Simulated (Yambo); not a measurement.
# NaH (Fm-3m) in Yambo: notebook

Runs on NaH. Level: LDA. Tasks: G0W0 quasiparticle levels, Hartree-Fock levels.

Everything below comes from runs of Yambo 5.3.0. Logs are shortened: lines on timing, memory, paths and dates and some standing lists are left out, and cuts for length are marked.

**1. Starting point**

Symmetry: Fm-3m, No. 225, cubic system. Conventional cell: a = 4.880 Å, b = 4.880 Å, c = 4.880 Å, α = 90.00°, β = 90.00°, γ = 90.00°. Na (site symmetry m-3m) is surrounded by 6 H at 2.44 Å. Around H (site symmetry m-3m) lie 6 Na at 2.44 Å.

**2. G0W0 quasiparticle levels, LDA**

The input, g0w00.in:

```
gw0
dyson
el_el_corr
rim_cut
HF_and_locXC
ppa
em1d
RandQpts= 1000000
RandGvec= 50 RL
EXXRLvcs= 88 Ry
VXCRLvcs= 88 Ry
Chimod= "HARTREE"
% BndsRnXp
 1 | 155 |
%
NGsBlkXp= 5 Ry
% LongDrXp
 1 | 1 | 1 |
%
PPAPntXp= 27.21138 eV
% GbndRnge
 1 | 155 |
%
GTermKind= "BG"
DysSolver= "n"
ExtendOut
% QPkrange
 1 | 1 | 4 | 6 |
 4 | 4 | 4 | 6 |
 16 | 16 | 4 | 6 |
%
```

The input, scf.in:

```
&CONTROL
  calculation = 'scf'
  prefix = 'pwscf'
  outdir = './tmp'
  pseudo_dir = './pseudo'
/
&SYSTEM
  ibrav = 0
  A = 3.45068109
  nat = 2
  ntyp = 2
  ecutwfc = 88
  nbnd = 10
  occupations = 'smearing'
  smearing = 'fd'
  degauss = 0.00367493
  force_symmorphic = .true.
/
&ELECTRONS
  conv_thr = 4d-10
  electron_maxstep = 120
  mixing_beta = 0.5
/
ATOMIC_SPECIES
Na    22.9898 Na.upf
H      1.0080 H.upf
CELL_PARAMETERS alat
   0.0000000000    0.7071067816    0.7071067816
   0.7071067816    0.0000000000    0.7071067816
   0.7071067816    0.7071067816    0.0000000000
ATOMIC_POSITIONS alat
Na     0.0000000000    0.0000000000    0.0000000000
H      0.7071067816    0.7071067816    0.7071067816
K_POINTS automatic
10 10 10 0 0 0
```

The input, nscf.in:

```
&CONTROL
  calculation = 'nscf'
  prefix = 'pwscf'
  outdir = './tmp'
  pseudo_dir = './pseudo'
/
&SYSTEM
  ibrav = 0
  A = 3.45068109
  nat = 2
  ntyp = 2
  ecutwfc = 88
  nbnd = 155
  occupations = 'fixed'
  force_symmorphic = .true.
/
&ELECTRONS
  conv_thr = 1d-08
  diago_full_acc = .true.
  diago_thr_init = 1d-06
/
ATOMIC_SPECIES
Na    22.9898 Na.upf
H      1.0080 H.upf
CELL_PARAMETERS alat
   0.0000000000    0.7071067816    0.7071067816
   0.7071067816    0.0000000000    0.7071067816
   0.7071067816    0.7071067816    0.0000000000
ATOMIC_POSITIONS alat
Na     0.0000000000    0.0000000000    0.0000000000
H      0.7071067816    0.7071067816    0.7071067816
K_POINTS automatic
6 6 6 0 0 0
```

Potentials or basis: PseudoDojo 0.4.1 SR LDA standard.

The run is started by

```bash
$ OMP_NUM_THREADS=1 pw.x -in scf.in > scf.out
$ OMP_NUM_THREADS=1 pw.x -in nscf.in > nscf.out
$ cd tmp/pwscf.save; p2y; mv SAVE ../..; cd ../..
$ OMP_NUM_THREADS=1 yambo
$ OMP_NUM_THREADS=1 yambo -F g0w00.in -J g0w00 -C g0w00_out
```

Yambo's report:

```text
[... sections 02.01 to 02.04 as in the set-up run ...]

  [02.05] Energies & Occupations
  ==============================

  [X] === General ===
  [X] Electronic Temperature                        :  0.000000  0.000000 [eV K]
  [X] Bosonic    Temperature                        :  0.000000  0.000000 [eV K]
  [X] Finite Temperature mode                       : no
  [X] El. density                                   :  0.34419E+24 [cm-3]
  [X] Fermi Level                                   :  0.446257 [eV]

  [X] === Gaps and Widths ===
  [X] Conduction Band Min                           :  3.415463 [eV]
  [X] Valence Band Max                              :  0.000000 [eV]
  [X] Filled Bands                                  :   5
  [X] Empty Bands                                   :    6  155
  [X] Direct Gap                                    :  4.271611 [eV]
  [X] Direct Gap localized at k                     :   4
  [X] Indirect Gap                                  :  3.415463 [eV]
  [X] Indirect Gap between kpts                     :  16   4
  [X] Last valence band width                       :  3.652077 [eV]
  [X] 1st conduction band width                     :  6.756944 [eV]

 [03] Transferred momenta grid and indexing
 ==========================================

 IBZ Q-points                                      :  16
 BZ  Q-points                                      :  216

 K/Q-points units:
 rlu = crystal or reduced units; cc = cartesian coordinates; iku = interal k-units

 Q [ 1]         [rlu]:  0.000000  0.000000  0.000000
 Q [ 2]         [rlu]: -0.10239E-17 -0.10239E-17  0.16667
 Q [ 3]         [rlu]: -0.20479E-17 -0.20479E-17  0.33333
 Q [ 4]         [rlu]: -0.10806E-16 -0.10806E-16 -0.50000
 Q [ 5]         [rlu]: -0.20352E-17  0.16667      0.16667
 Q [ 6]         [rlu]: -0.10239E-17  0.16667      0.33333
 Q [ 7]         [rlu]: -0.20479E-17  0.16667      0.50000
 Q [ 8]         [rlu]: -0.10806E-16  0.16667     -0.33333
 Q [ 9]         [rlu]:  0.20479E-17  0.16667     -0.16667
 Q [10]         [rlu]: -0.40703E-17  0.33333      0.33333
 Q [11]         [rlu]: -0.95479E-16  0.33333      0.50000
 Q [12]         [rlu]:  0.40958E-17  0.33333     -0.33333
 Q [13]         [rlu]:  0.61055E-17 -0.50000     -0.50000
 Q [14]         [rlu]:  0.166667  0.333333  0.500000
 Q [15]         [rlu]:  0.166667  0.333333 -0.333333
 Q [16]         [rlu]:  0.166667 -0.500000 -0.333333

 [04] Coloumb potential Random Integration (RIM)
 ===============================================

  [04.01] RIM initialization
  ==========================

  * Diagonal components only detected *

  8 x (sBL volume)        :  0.046858 [a.u.]
  sBZ random points       :  1000000
  Points outside the sBZ  :   7987327
  RL volume               :  1.265154 [a.u.]
  Integrated volume       :  1.267162 [a.u.]

[... 186 lines left out ...]
  QP @ state[ 1 ] b range:   4   6
  QP @ state[ 2 ] K range:   4   4
  QP @ state[ 2 ] b range:   4   6
  QP @ state[ 3 ] K range:  16  16
  QP @ state[ 3 ] b range:   4   6
[... 51 lines left out ...]
   :: Time ordering fails/rest    :  0.495508
   :: Mean rel dev of PP cond     :  0.443428
   Current Q-pt index             :  14
   :: PP condition fails/total    :  0.429835
   :: Time ordering fails/rest    :  0.498989
   :: Mean rel dev of PP cond     :  0.429638
   Current Q-pt index             :  15
   :: PP condition fails/total    :  0.402153
   :: Time ordering fails/rest    :  0.484887
   :: Mean rel dev of PP cond     :  0.401954
   Current Q-pt index             :  16
   :: PP condition fails/total    :  0.407536
   :: Time ordering fails/rest    :  0.499676
   :: Mean rel dev of PP cond     :  0.407341

  [08.02] QP properties and I/O
  =============================

  Legend (energies in eV)
  - B  : Band       - Eo  : bare energy
  - E  : QP energy  - Z   : Renormalization factor
  - So : Sc(Eo)     - S   : Sc(E)
  - dSp: Sc derivative precision

  - lXC: Local XC (Slater exchange(X)+Perdew & Wang(C))
  -nlXC: non-Local XC (Hartree-Fock)

  QP [eV] @ K [1] (iku):  0.000000  0.000000  0.000000
   B=4 Eo=-22.22 E=-27.82 E-Eo= -5.60 Re(Z)=0.76 Im(Z)=-0.430450E-2 nlXC= -41.0885 lXC= -28.5323 So=  5.17898
   B=5 Eo= -3.65 E= -5.40 E-Eo= -1.75 Re(Z)=0.76 Im(Z)=-0.510595E-2 nlXC= -13.5728 lXC= -8.83876 So=  2.41705
   B=6 Eo= 10.17 E= 11.10 E-Eo=  0.93 Re(Z)=0.76 Im(Z)= 0.103524E-1 nlXC= -4.93078 lXC= -10.5873 So= -4.44261

  QP [eV] @ K [4] (iku): -0.250000 -0.250000  0.250000
   B=4 Eo=-22.23 E=-27.84 E-Eo= -5.61 Re(Z)=0.76 Im(Z)= 0.203276E-1 nlXC= -41.0578 lXC= -28.5070 So=  5.17558
   B=5 Eo= -0.86 E= -2.49 E-Eo= -1.63 Re(Z)=0.77 Im(Z)= -0.03303 nlXC=-13.77103 lXC=-10.04539 So=  1.60647
   B=6 Eo=  3.42 E=  4.21 E-Eo=  0.80 Re(Z)=0.83 Im(Z)=-0.156463E-2 nlXC= -3.52862 lXC= -7.63170 So= -3.13825

  QP [eV] @ K [16] (iku): -0.50000      0.16667      0.54196E-17
   B=4 Eo=-22.25 E=-28.86 E-Eo= -6.61 Re(Z)=0.89 Im(Z)=  0.05813 nlXC=-40.99878 lXC=-28.45197 So=  5.14949
   B=5 Eo=  0.00 E= -1.62 E-Eo= -1.62 Re(Z)=0.79 Im(Z)=-0.219377E-2 nlXC= -13.6542 lXC= -10.2184 So=  1.37204
   B=6 Eo=  4.90 E=  5.72 E-Eo=  0.82 Re(Z)=0.82 Im(Z)=-0.159502E-2 nlXC= -3.53234 lXC= -7.85244 So= -3.32218

  [WR./g0w00//ndb.QP]-------------------------------------------------------------
   Lattice constants                                :  4.610932  4.610932  4.610932
   Coulomb cutoff potential                         : none
   Electronic Temperature                           :  0.000000 [K]
   Bosonic    Temperature                           :  0.000000 [K]
   Green`s function   energies                      : Slater exchange(X)+Perdew & Wang(C)
   wavefunctions                                    : Slater exchange(X)+Perdew & Wang(C)
   PPA    diel. fun.  energies                      : Slater exchange(X)+Perdew & Wang(C)
   wavefunctions                                    : Slater exchange(X)+Perdew & Wang(C)
   QP tot states                                    :   9
   GW solver                                        : Newton
   GW approximation                                 : PPA
   PPA imaginary Energy                             :  27.21138 ev
   RIM G`s                                          :   51
   RIM random pts                                   :  1000000
   dS/dw steps                                      :  2
   dS/dw step                                       :  0.100000 ev
   X G`s                                            :   51 used
   X G`s                                            :   51 disk
   X bands                                          :    1  155
   X poles                                          :  100.0000 o/o
   X e/h E range                                    : -1.000000 -1.000000 ev
   X Hxc Kernel                                     : HARTREE
   X BZ energy Double Grid                          : no
   X Optical Averaged directions                    : none
   Sc/G bands                                       :    1  155
   Sc/G damping                                     :  0.100000 ev
   Sc bands terminator                              : yes
   Sc terminator kind                               : BG
   Sc Terminator pole                               :  40.81708
   Sx RL components                                 :  2741

   QP @ state[ 1 ] K range                          :  1  1
   QP @ state[ 1 ] b range                          :   4   6
   QP @ state[ 2 ] K range                          :   4   4
   QP @ state[ 2 ] b range                          :   4   6
   QP @ state[ 3 ] K range                          :  16  16
   QP @ state[ 3 ] b range                          :   4   6
   GF energies kind                                 : Slater exchange(X)+Perdew & Wang(C)
   GF WF`s kind                                     : Slater exchange(X)+Perdew & Wang(C)
   Xs energies kind                                 : Slater exchange(X)+Perdew & Wang(C)
   Xs WF`s kind                                     : Slater exchange(X)+Perdew & Wang(C)
```

o-g0w00.qp:

```text
# GW solver                                       : Newton
# GW approximation                                : PPA
# PPA imaginary Energy                            :   27.2113800    [ev]
[... 42 lines left out ...]
        16                  5                 0.000000          -1.621365          -1.621365          -10.21839          -13.65421           1.372043           1.814462          -7.424116           0.785644          -0.002194           16.73696           39.32685
        16                  6                 4.898977           5.719508           0.820531          -7.852443          -3.532344          -3.322175          -3.499567          -5.881596           0.822267          -0.001595          -16.30858           40.35985
#
```

Run time: 7.5 min. Hardware: 1 thread of Intel Xeon 6975P-C (Granite Rapids), shared host; peak memory 0.6 GiB.

What came out:

```yaml
Band_gap_on_the_k_mesh_mean-field_level: 3.42 eV, indirect (least direct gap 4.27 eV)
Quasiparticle_gap: 5.81 eV
Least_direct_quasiparticle_gap: 6.70 eV
Quasiparticle_gap_at_Γ: 16.50 eV
Band_gap_of_the_same_states_before_the_correction: 3.39 eV
```

Quasiparticle terms (eV):
```tsv
k point	band	Kohn-Sham level	Vxc	Σx	Σc	Z	result
(0.000, 0.000, 0.000)	4	-22.22	-28.53	-41.09	5.18	0.76	-27.82
(0.000, 0.000, 0.000)	5	-3.65	-8.84	-13.57	2.42	0.76	-5.40
(0.000, 0.000, 0.000)	6	10.17	-10.59	-4.93	-4.44	0.76	11.10
(0.000, 0.000, -0.500)	4	-22.23	-28.51	-41.06	5.18	0.76	-27.84
(0.000, 0.000, -0.500)	5	-0.86	-10.05	-13.77	1.61	0.77	-2.49
(0.000, 0.000, -0.500)	6	3.42	-7.63	-3.53	-3.14	0.83	4.21
(0.167, -0.500, -0.333)	4	-22.25	-28.45	-41.00	5.15	0.89	-28.86
(0.167, -0.500, -0.333)	5	0.00	-10.22	-13.65	1.37	0.79	-1.62
(0.167, -0.500, -0.333)	6	4.90	-7.85	-3.53	-3.32	0.82	5.72
```

Caveat: this version prints the column dSc/dw multiplied by 27.2; the terminator is approximate in this version, by hundredths of an eV; the quasiparticle gap listed is the Kohn-Sham gap on the denser mesh of the self-consistent run plus the correction found on the GW mesh, so it differs from the gap in the log. A k mesh can miss the band edges.

**3. Hartree-Fock levels, LDA**

The input, hf2.in:

```
rim_cut
HF_and_locXC
RandQpts= 1000000
RandGvec= 50 RL
EXXRLvcs= 88 Ry
VXCRLvcs= 88 Ry
% QPkrange
 1 | 16 | 3 | 7 |
%
```

scf.in is that of step 2.

nscf.in is that of step 2.

Potentials or basis: PseudoDojo 0.4.1 SR LDA standard.

The run is started by

```bash
$ OMP_NUM_THREADS=1 pw.x -in scf.in > scf.out
$ OMP_NUM_THREADS=1 pw.x -in nscf.in > nscf.out
$ cd tmp/pwscf.save; p2y; mv SAVE ../..; cd ../..
$ OMP_NUM_THREADS=1 yambo
$ mkdir -p hf2; ln -s $PWD/g0w00/ndb.RIM hf2/
$ OMP_NUM_THREADS=1 yambo -F hf2.in -J hf2 -C hf2_out
```

Yambo's report:

```text
[... sections 02.01 to 02.04 as in the set-up run ...]

  [02.05] Energies & Occupations
  ==============================

  [X] === General ===
  [X] Electronic Temperature                        :  0.000000  0.000000 [eV K]
  [X] Bosonic    Temperature                        :  0.000000  0.000000 [eV K]
  [X] Finite Temperature mode                       : no
  [X] El. density                                   :  0.34419E+24 [cm-3]
  [X] Fermi Level                                   :  0.446257 [eV]

  [X] === Gaps and Widths ===
  [X] Conduction Band Min                           :  3.415463 [eV]
  [X] Valence Band Max                              :  0.000000 [eV]
  [X] Filled Bands                                  :   5
  [X] Empty Bands                                   :    6  155
  [X] Direct Gap                                    :  4.271611 [eV]
  [X] Direct Gap localized at k                     :   4
  [X] Indirect Gap                                  :  3.415463 [eV]
  [X] Indirect Gap between kpts                     :  16   4
  [X] Last valence band width                       :  3.652077 [eV]
[... 79 lines left out ...]
 <7|nlXC|7> = -1.231452  0.22978E-18 <7|lXC|7> = -6.848667  0.000000
[... 99 lines left out ...]
  Corrections @ K [16] :  [eV]
 <3|nlXC|3> = -40.96436  0.71240E-17 <3|lXC|3> = -28.42447  0.75527E-15
 <4|nlXC|4> = -40.99878 -0.83898E-18 <4|lXC|4> = -28.45197  0.15105E-14
 <5|nlXC|5> = -13.65421 -0.33887E-17 <5|lXC|5> = -10.21839  0.000000
 <6|nlXC|6> = -3.532344  0.12097E-17 <6|lXC|6> = -7.852443  0.000000
 <7|nlXC|7> = -2.858328 -0.11828E-17 <7|lXC|7> = -7.600968  0.000000

  [05.01] Hartree-Fock occupations report
  =======================================

  [Hartree-Fock] === General ===
  [Hartree-Fock] Electronic Temperature             :  0.000000  0.000000 [eV K]
  [Hartree-Fock] Bosonic    Temperature             :  0.000000  0.000000 [eV K]
  [Hartree-Fock] Finite Temperature mode            : no
  [Hartree-Fock] El. density                        :  0.34419E+24 [cm-3]
  [Hartree-Fock] Fermi Level                        :  0.446257 [eV]

  [Hartree-Fock] === Gaps and Widths ===
  [Hartree-Fock] Conduction Band Min                :  7.518546 [eV]
  [Hartree-Fock] Valence Band Max                   : -3.435827 [eV]
  [Hartree-Fock] Filled Bands                       :   5
  [Hartree-Fock] Empty Bands                        :    6  155
  [Hartree-Fock] Direct Gap                         :  12.02280 [eV]
  [Hartree-Fock] Direct Gap localized at k          :  13
  [Hartree-Fock] Indirect Gap                       :  10.95437 [eV]
  [Hartree-Fock] Indirect Gap between kpts          :  16   4
  [Hartree-Fock] Last valence band width            :  4.950282 [eV]
  [Hartree-Fock] 1st conduction band width          :  8.310357 [eV]
```

Run time: 49 s. Hardware: 1 thread of Intel Xeon 6975P-C (Granite Rapids), shared host; peak memory 0.26 GiB.

What came out:

```yaml
Band_gap_on_the_k_mesh_mean-field_level: 3.42 eV, indirect (least direct gap 4.27 eV)
Quasiparticle_gap: 10.93 eV
Least_direct_quasiparticle_gap: 12.02 eV
Quasiparticle_gap_at_Γ: 24.22 eV
Band_gap_of_the_same_states_before_the_correction: 3.39 eV
```

Quasiparticle terms (eV):
```
               k point  band  Kohn-Sham level     Vxc      Σx  Σc  Z  result
 (0.000, 0.000, 0.000)     3           -22.22  -28.53  -41.09   -  -  -34.78
 (0.000, 0.000, 0.000)     4           -22.22  -28.53  -41.09   -  -  -34.78
 (0.000, 0.000, 0.000)     5            -3.65   -8.84  -13.57   -  -   -8.39
 (0.000, 0.000, 0.000)     6            10.17  -10.59   -4.93   -  -   15.83
 (0.000, 0.000, 0.000)     7            15.09   -6.85   -1.23   -  -   20.70
 (0.000, 0.000, 0.167)     3           -22.22  -28.53  -41.08   -  -  -34.78
 (0.000, 0.000, 0.167)     4           -22.22  -28.53  -41.08   -  -  -34.78
 (0.000, 0.000, 0.167)     5            -3.18   -8.98  -13.49   -  -   -7.69
 (0.000, 0.000, 0.167)     6             8.59   -9.58   -4.42   -  -   13.75
 (0.000, 0.000, 0.167)     7            11.92   -7.84   -2.32   -  -   17.44
 (0.000, 0.000, 0.333)     3           -22.23  -28.51  -41.07   -  -  -34.78
 (0.000, 0.000, 0.333)     4           -22.23  -28.51  -41.07   -  -  -34.78
 (0.000, 0.000, 0.333)     5            -1.92   -9.42  -13.37   -  -   -5.86
 (0.000, 0.000, 0.333)     6             5.28   -8.34   -3.98   -  -    9.64
 (0.000, 0.000, 0.333)     7            10.72   -8.59   -3.12   -  -   16.19
(0.000, 0.000, -0.500)     3           -22.23  -28.51  -41.06   -  -  -34.78
(0.000, 0.000, -0.500)     4           -22.23  -28.51  -41.06   -  -  -34.78
(0.000, 0.000, -0.500)     5            -0.86  -10.05  -13.77   -  -   -4.58
(0.000, 0.000, -0.500)     6             3.42   -7.63   -3.53   -  -    7.52
(0.000, 0.000, -0.500)     7            10.43   -8.75   -3.32   -  -   15.87
```

Caveat: the quasiparticle gap listed is the Kohn-Sham gap on the denser mesh of the self-consistent run plus the correction found on the GW mesh, so it differs from the gap in the log. A k mesh can miss the band edges.
